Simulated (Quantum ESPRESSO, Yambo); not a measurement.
An input for Yambo 5.3.0 (TePb (Fm-3m)):

```
optics
bss
bse
em1s
dipoles
rim_cut
RandQpts= 1000000
RandGvec= 1 RL
Chimod= "HARTREE"
BSKmod= "SEX"
BSEmod= "coupling"
BSSmod= "d"
BSENGexx= 30 Ry
BSENGBlk= 6 Ry
% BSEQptR
 1 | 1 |
%
% BSEBands
 21 | 29 |
%
% BEnRange
 0 | 4 | eV
%
% BDmRange
 0.1 | 0.1 | eV
%
BEnSteps= 81
% BLongDir
 1 | 0 | 0 |
%
% BndsRnXs
 1 | 94 |
%
NGsBlkXs= 6 Ry
% LongDrXs
 1 | 1 | 1 |
%
% KfnQP_E
 0.165 | 1.0 | 1.0 |
%
WRbsWF
```

```sh
OMP_NUM_THREADS=1 mpirun -n 4 yambo -F bse6.in -J bse6,bse3_W -C bse6 > bse6.log
```

The stored states that it reads are on a 4×4×4 mesh. The structure is cubic, space group Fm-3m (No. 225). The conventional cell has a = 6.462 Å, b = 6.462 Å, c = 6.462 Å, α = 90.00°, β = 90.00°, γ = 90.00°. Nearest to Te lie 6 Pb at 3.23 Å. Pb has 6 Te at 3.23 Å nearest. Farther neighbours and most contacts between anions are not listed.

Question: How long will it take on 4 MPI ranks of Intel Xeon 6975P-C (Granite Rapids), shared host, and how much memory?

It took 35 s; on shared hardware allow 18 s to 71 s. Peak host memory was 2.5 GiB.

The kernel grows as the square of the matrix size, and full diagonalisation as its cube.

[Paths, hosts, dates, memory and timing lines, banners, echoed tables and standing remarks are left out of the program output.]

[Logs are printed without paths, hosts, clocks, repeated set-up lines and the standing remarks that a program may print on its own settings, such as how far it seeks lower states.]

[Runs of the session that timed out or met a known fault of the program may be left out.]

[Hosts, paths, dates, database ids (printed as entryN), source tags and the programs' standing remarks are cut or masked in the printed files.]
